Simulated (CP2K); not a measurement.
Ga:

```
Ga
1.0
     2.77842    0.00000    0.00000
     0.00000    3.28161    0.00000
    -1.34343    0.00000    3.99027
Ga
2
Direct
  0.13460 0.75000 0.77017
  0.86540 0.25000 0.22983
```

This isn't the form of Ga at room conditions, which is orthorhombic.

```yaml
Program: CP2K 2026.2
Task: relaxation of cell and atoms
Functional: LDA
Potentials_or_basis: GTH_POTENTIALS Ga GTH-PADE-q13; TZVP-MOLOPT-PBE-GTH basis
Density_cutoff: 6123 eV
k_mesh: 8 × 6 × 5
Occupations: fermi-dirac, width 0.05 eV
Spin: no spin polarisation
```

At the start: pressure -2.3 GPa; volume 18.19 Å³/atom.

Task: Where does the relaxation end?

Result: Over 31 steps the energy falls by 25.4 meV/atom and the volume is 17.47 Å³/atom (-3.9 %); space group Cmcm (No. 63, to 0.05 Å).

Step by step:
```
step  energy change (eV)  largest force (eV/Å)  volume (Å³)
   1              0.0000                0.1625        36.38
   2             -0.0023                0.1531        36.32
   3              0.0187                0.5248        33.40
   4             -0.0298                0.0804        35.23
   5             -0.0311                0.1180        35.03
   6             -0.0321                0.1244        34.92
   7             -0.0348                0.0986        34.66
   8             -0.0369                0.0281        34.55
   9             -0.0387                0.0564        34.65
  10             -0.0399                0.1024        34.82
  11             -0.0407                0.1153        34.92
  12             -0.0433                0.1153        35.13
  13             -0.0452                0.0735        35.21
  14             -0.0463                0.0248        35.17
  15             -0.0465                0.0237        35.12
  16             -0.0465                0.0267        35.09
  17             -0.0468                0.0355        35.02
  18             -0.0475                0.0568        34.84
  19             -0.0415                0.1034        34.40
  20             -0.0482                0.0522        34.78
  21             -0.0486                0.0444        34.78
  22             -0.0496                0.0214        34.75
  23             -0.0496                0.0209        34.76
  24             -0.0498                0.0194        34.76
  25             -0.0502                0.0202        34.77
  26             -0.0505                0.0225        34.80
  27             -0.0507                0.0226        34.85
  28             -0.0508                0.0209        34.90
  29             -0.0508                0.0203        34.93
  30             -0.0508                0.0202        34.95
  31             -0.0508                0.0202        34.95
```

Final structure:
```
CELL_PARAMETERS angstrom
2.68877 0.00000 0.00000
0.00000 3.41751 0.00000
-1.36924 0.00000 3.80334
ATOMIC_POSITIONS crystal
Ga 0.13414 0.75000 0.76637
Ga 0.86586 0.25000 0.23363
```

Caveat: the basis of atomic orbitals isn't converged, which shifts pressures, moduli and gaps.
